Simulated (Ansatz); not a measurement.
Sb under changes of volume

One of the cells (26.654 Å³/atom); the others are scaled copies at fixed shape and fractional positions:

```
Sb
1.0
     3.35453    0.00000    0.00000
    -1.67727    2.90511    0.00000
     0.00000    0.00000    5.47016
Sb
2
Cartesian
  1.6773 0.9684 4.1026
  0.0000 1.9367 1.3675
```

This isn't the form of Sb at room conditions, which is rhombohedral.

- Program: Ansatz 0.2.0
- Functional: LDA
- Potentials or basis: Ansatz PAW
- Cutoff: 420 eV (not typed: the program's choice for these potentials)
- k mesh: 9 × 9 × 5
- Occupations: fermi-dirac, width 0.05 eV
- Spin: no spin polarisation

| volume (Å³/atom) | energy over the lowest point (meV/atom) | pressure (GPa) |
| --- | --- | --- |
| 25.055 | 1.66 | 1.4 |
| 25.588 | 0.00 | -0.2 |
| 26.121 | 2.92 | -1.5 |
| 26.654 | 9.92 | -2.7 |
| 27.187 | 20.71 | -3.8 |
| 27.720 | 35.03 | -4.8 |
| 28.253 | ? | ? |

Q: What does the run at 28.253 Å³/atom give?

A: Energy over the lowest point 52.53 meV/atom; pressure -5.7 GPa.

Worked out: A Birch-Murnaghan fit of order 3 (a polynomial in V^(-2/3)) to the other rows has its minimum at 25.51 Å³/atom with B0 = V·E''(V) = 66 GPa and B' = 3.1 at fixed shape and positions, which overstates the stiffness. It gives 52.52 meV/atom at 28.253 Å³/atom, against the run's 52.53, and -dE/dV = -5.7 GPa, against -5.7.

Energies are extrapolated to zero smearing.

Caveats: the PAW data sets come from PBE, with cores solved anew for the run's functional, which leaves a small shift of forces and pressure.
